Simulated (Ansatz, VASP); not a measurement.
# Mo: VASP beside Ansatz

```
Mo
1.0
     2.74141    0.00000    0.00000
    -1.37071    2.37413    0.00000
     0.00000    0.00000    2.49978
Mo
1
Cartesian
  0.0000 0.0000 1.2499
```

This isn't the form of Mo at room conditions, which is bcc.

Alike in both runs: functional PBE; dispersion D3(BJ); k mesh 18 × 18 × 16; occupations gaussian, width 0.1 eV; no spin polarisation.

Ansatz relaxed the structure, and its values are those at the end. VASP's run is a single point on that final structure, the one shown.

|  | VASP | Ansatz |
| --- | --- | --- |
| version | VASP 6.6.1 | Ansatz 0.2.0 |
| potentials or method | VASP PAW PBE potentials, release 64 (Mo_sv) | scalar-relativistic, plane waves, PAW |
| plane-wave cutoff (eV) | 520 | 420 |
| valence electrons in the cell | 14 | 14 |

|  | VASP | Ansatz | Ansatz less VASP |
| --- | --- | --- | --- |
| gap on the k mesh at the Fermi level (eV) | none | none | - |
| pressure (GPa) | 0.6 | 0.0 | -0.63 |

A gap of «none» marks a metal or a gap that the smearing closes. With one functional, cell and mesh, what is left measures potentials, basis and numerics.

Caveats: pairwise dispersion overbinds metals, which lowers pressure and volume.
